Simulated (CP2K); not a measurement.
# PbF2 (Fluorocronite) (Fm-3m) in CP2K: reference runs, part 3 of 3

CP2K 2026.2. Earlier steps stand in the parts before.

## (8) Single point, PBE, 18.05 Å³/atom (volume scaled by 1.04)

pbf2_eos.inp

```
&GLOBAL
  PROJECT pbf2_eos
  RUN_TYPE ENERGY_FORCE
  PRINT_LEVEL LOW
&END GLOBAL
&FORCE_EVAL
  METHOD QS
  STRESS_TENSOR ANALYTICAL
  &DFT
    BASIS_SET_FILE_NAME BASIS_MOLOPT_UZH
    POTENTIAL_FILE_NAME POTENTIAL_UZH
    WFN_RESTART_FILE_NAME previous-RESTART.kp
    &MGRID
      CUTOFF 750
      REL_CUTOFF 60
      NGRIDS 5
    &END MGRID
    &QS
      METHOD GPW
      EPS_DEFAULT 1.0E-10
    &END QS
    &KPOINTS
      SCHEME MONKHORST-PACK 8 8 8
      GAMMA_CENTERED T
      SYMMETRY T
      SYMMETRY_BACKEND SPGLIB
    &END KPOINTS
    &SCF
      SCF_GUESS RESTART
      EPS_SCF 1.0E-6
      MAX_SCF 100
      ADDED_MOS 12
      CHOLESKY OFF
      EPS_EIGVAL 1.0E-7
      &DIAGONALIZATION ON
        ALGORITHM STANDARD
      &END DIAGONALIZATION
      &MIXING ON
        METHOD BROYDEN_MIXING
        ALPHA 0.4
        BETA 1.5
        NBUFFER 8
      &END MIXING
      &SMEAR ON
        METHOD FERMI_DIRAC
        ELECTRONIC_TEMPERATURE [K] 580.226
      &END SMEAR
    &END SCF
    &XC
      &XC_FUNCTIONAL
        &GGA_X_PBE
        &END GGA_X_PBE
        &GGA_C_PBE
        &END GGA_C_PBE
      &END XC_FUNCTIONAL
    &END XC
    &PRINT
      &KPOINTS ON
      &END KPOINTS
      &MULLIKEN ON
      &END MULLIKEN
      &MO ON
        ENERGIES T
        OCCUPATION_NUMBERS T
        &EACH
          QS_SCF 0
        &END EACH
        ADD_LAST NUMERIC
      &END MO
    &END PRINT
  &END DFT
  &SUBSYS
    &CELL
      A 4.2464024934 0.0000000000 0.0000000000
      B 2.1232012467 3.6774924339 0.0000000000
      C 2.1232012467 1.2258308113 3.4671731171
      PERIODIC XYZ
    &END CELL
    &COORD
      SCALED
      Pb  0.0000000000 0.0000000000 0.0000000000
      F   0.7500000000 0.7500000000 0.7500000000
      F   0.2500000000 0.2500000000 0.2500000000
    &END COORD
    &KIND Pb
      BASIS_SET TZVP-MOLOPT-PBE-GTH-q4
      POTENTIAL GTH-PBE-q4
    &END KIND
    &KIND F
      BASIS_SET TZVP-MOLOPT-PBE-GTH-q7
      POTENTIAL GTH-PBE-q7
    &END KIND
    &PRINT
      &ATOMIC_COORDINATES ON
      &END ATOMIC_COORDINATES
      &CELL ON
      &END CELL
    &END PRINT
  &END SUBSYS
  &PRINT
    &FORCES ON
    &END FORCES
    &STRESS_TENSOR ON
    &END STRESS_TENSOR
  &END PRINT
&END FORCE_EVAL
```

Potentials or basis: POTENTIAL_UZH Pb GTH-PBE-q4, F GTH-PBE-q7; TZVP-MOLOPT-PBE-GTH basis.

Started as:

```
OMP_NUM_THREADS=1 cp2k.psmp -i pbf2_eos.inp -o pbf2_eos.out
```

pbf2_eos.out:

```text

 CP2K| version string:                                       CP2K version 2026.2
 CP2K| Input file name                                              pbf2_eos.inp

 GLOBAL| Force Environment number                                              1
 GLOBAL| Basis set file name                                    BASIS_MOLOPT_UZH
 GLOBAL| Potential file name                                       POTENTIAL_UZH
 GLOBAL| MM Potential file name                                     MM_POTENTIAL
 GLOBAL| Coordinate file name                                      __STD_INPUT__
 GLOBAL| Method name                                                        CP2K
 GLOBAL| Project name                                                   pbf2_eos
 GLOBAL| Run type                                                   ENERGY_FORCE
 GLOBAL| FFT library                                                       FFTW3
[... 8 lines left out ...]
 GLOBAL| CPU model name                                                  UNKNOWN

 CELL| Volume [angstrom^3]:                                            54.143767
 CELL| Vector a [angstrom]:       4.246     0.000     0.000   |a| =     4.246402
 CELL| Vector b [angstrom]:       2.123     3.677     0.000   |b| =     4.246402
 CELL| Vector c [angstrom]:       2.123     1.226     3.467   |c| =     4.246402
 CELL| Angle (b,c), alpha [degree]:                                    60.000000
 CELL| Angle (a,c), beta  [degree]:                                    60.000000
 CELL| Angle (a,b), gamma [degree]:                                    60.000000
 CELL| Numerically orthorhombic:                                              NO
 CELL| Periodicity                                                           XYZ

[... 160 lines left out ...]
 MO|      6              -0.066008              -1.796180               2.000000
[... 367 lines left out ...]
 MO|     20               0.966586              26.302131               0.000000
 MO|     21               1.012312              27.546404               0.000000
 MO| Sum:                                                              18.000000
 MO| E(Fermi):            0.077531 a.u.          2.109714 eV

 [... the levels of further k-points ...]

 !-----------------------------------------------------------------------------!
                     Mulliken Population Analysis

 #  Atom  Element  Kind  Atomic population                           Net charge
       1     Pb       1          2.541766                              1.458234
       2     F        2          7.729117                             -0.729117
       3     F        2          7.729117                             -0.729117
 # Total charge                             18.000000                 -0.000000

 !-----------------------------------------------------------------------------!

 ENERGY| Total FORCE_EVAL ( QS ) energy [hartree]            -52.121702526596088

 FORCES| Atomic forces [hartree/bohr]
 FORCES|   Atom     x               y               z               |f|
 FORCES|      1 -2.09958073E-15 -7.96630269E-16 -9.98849576E-16   2.45775497E-15
 FORCES|      2 -1.81961492E-07 -1.06273286E-07 -7.35732201E-08   2.23197255E-07
 FORCES|      3  1.81961506E-07  1.06273285E-07  7.35732681E-08   2.23197282E-07
 FORCES| Sum     1.25558535E-14 -1.60296638E-15  4.69762595E-14
 FORCES| Total atomic force                                       4.86517000E-14

 STRESS| Analytical stress tensor [bar]
 STRESS|                        x                   y                   z
 STRESS|      x        6.06520539072E+03   2.34269517441E+01   1.65726214052E+01
 STRESS|      y        2.34269517441E+01   6.03814030553E+03   9.56251340711E+00
 STRESS|      z        1.65726214052E+01   9.56251340711E+00   6.03136981334E+03
 STRESS| 1/3 Trace                                             6.04490516986E+03
 STRESS| Determinant                                           2.20878693971E+11

 STRESS| Eigenvectors and eigenvalues of the analytical stress tensor [bar]
 STRESS|                        1                   2                   3
 STRESS| Eigenvalues   6.02460504758E+03   6.02461876597E+03   6.08549169604E+03
 STRESS|      x          -0.380903620217     -0.433746848553      0.816563594263
 STRESS|      y           0.006055253032      0.881950126849      0.471303837945
 STRESS|      z           0.924594919960     -0.184465837275      0.333311549248
```

Wall time 18 s (1 thread of Arm Neoverse V1, shared host); peak memory 0.41 GiB.

Results:

- Free energy: -1418.3037 eV
- Pressure: 0.6 GPa
- Band gap on the k mesh: 4.34 eV, indirect (least direct gap 4.50 eV)
- Mulliken charges: Pb +1.46; F -0.73 e

Caveat: Mulliken charges move with the basis; spin-orbit coupling is left out, which as a rule narrows the gap of such compounds by several tenths of an eV; the basis of atomic orbitals isn't converged, which shifts pressures, moduli and gaps.

## (9) Single point, PBE, 16.31 Å³/atom (volume scaled by 0.94)

pbf2_eos.inp: that of step 8 with these lines changed.

```diff
@@ -73,5 +73,5 @@
     &CELL
-      A 4.2464024934 0.0000000000 0.0000000000
-      B 2.1232012467 3.6774924339 0.0000000000
-      C 2.1232012467 1.2258308113 3.4671731171
+      A 4.1056884819 0.0000000000 0.0000000000
+      B 2.0528442409 3.5556305253 0.0000000000
+      C 2.0528442409 1.1852101751 3.3522806078
       PERIODIC XYZ
```

Potentials or basis: POTENTIAL_UZH Pb GTH-PBE-q4, F GTH-PBE-q7; TZVP-MOLOPT-PBE-GTH basis.

Started as:

```
OMP_NUM_THREADS=1 cp2k.psmp -i pbf2_eos.inp -o pbf2_eos.out
```

Wall time 21 s (1 thread of Arm Neoverse V1, shared host); peak memory 0.41 GiB.

Results (log left out):

| Property | Result |
| --- | --- |
| Free energy | -1418.1544 eV |
| Pressure | 9.4 GPa |
| Band gap on the k mesh | 4.29 eV, indirect (least direct gap 4.47 eV) |
| Mulliken charges | Pb +1.47; F -0.73 e |

Caveat: Mulliken charges move with the basis; spin-orbit coupling is left out, which as a rule narrows the gap of such compounds by several tenths of an eV; the basis of atomic orbitals isn't converged, which shifts pressures, moduli and gaps.

## (10) Single point, PBE, 18.39 Å³/atom (volume scaled by 1.06)

pbf2_eos.inp: that of step 9 with these lines changed.

```diff
@@ -73,5 +73,5 @@
     &CELL
-      A 4.1056884819 0.0000000000 0.0000000000
-      B 2.0528442409 3.5556305253 0.0000000000
-      C 2.0528442409 1.1852101751 3.3522806078
+      A 4.2734503723 0.0000000000 0.0000000000
+      B 2.1367251861 3.7009165842 0.0000000000
+      C 2.1367251861 1.2336388614 3.4892576178
       PERIODIC XYZ
```

Started as:

```
OMP_NUM_THREADS=1 cp2k.psmp -i pbf2_eos.inp -o pbf2_eos.out
```

It took 18 s on 1 thread of Arm Neoverse V1, shared host; peak memory 0.41 GiB.

The run converged. Its results:

```
Free energy            : -1418.3035 eV
Pressure               : -0.6 GPa
Band gap on the k mesh : 4.34 eV, indirect (least direct gap 4.49 eV)
Mulliken charges       : Pb +1.46; F -0.73 e
```

Caveat: Mulliken charges move with the basis; spin-orbit coupling is left out, which as a rule narrows the gap of such compounds by several tenths of an eV; the basis of atomic orbitals isn't converged, which shifts pressures, moduli and gaps.

## (11) Equation of state, PBE

No new run: the results of the series are fitted here.

What came out:

| Property | Result |
| --- | --- |
| Equilibrium volume | 18.21 Å³/atom |
| Bulk modulus | 66 GPa |
| Pressure derivative of the bulk modulus | 4.7 |

Energy against volume, from the lowest point:
| volume (Å³/atom) | energy (meV/atom) |
| --- | --- |
| 16.313 | 49.74 |
| 16.660 | 31.80 |
| 17.007 | 18.30 |
| 17.354 | 8.77 |
| 17.701 | 2.79 |
| 18.048 | 0.00 |
| 18.395 | 0.07 |

Caveat: the basis of atomic orbitals isn't converged, which shifts pressures, moduli and gaps.

## (12) Summary

| task | cell | gap on the mesh (eV) | pressure (GPa) |
| --- | --- | --- | --- |
| single point | as given | 4.33 | 3.5 |
| single point | atoms moved at random, drawn with an rms of 0.05 Å | 4.31 | 3.8 |
| equation of state | as given | - | - |

Alike in all rows: level PBE; potentials or basis POTENTIAL_UZH Pb GTH-PBE-q4, F GTH-PBE-q7; TZVP-MOLOPT-PBE-GTH basis; no spin polarisation; k mesh 8 × 8 × 8; smearing fermi-dirac 0.05 eV.

Caveats: the basis of atomic orbitals isn't converged, which shifts pressures, moduli and gaps; spin-orbit coupling is left out, which as a rule narrows the gap of such compounds by several tenths of an eV (some runs).

Absolute energies hang on the potentials; compare differences alone.
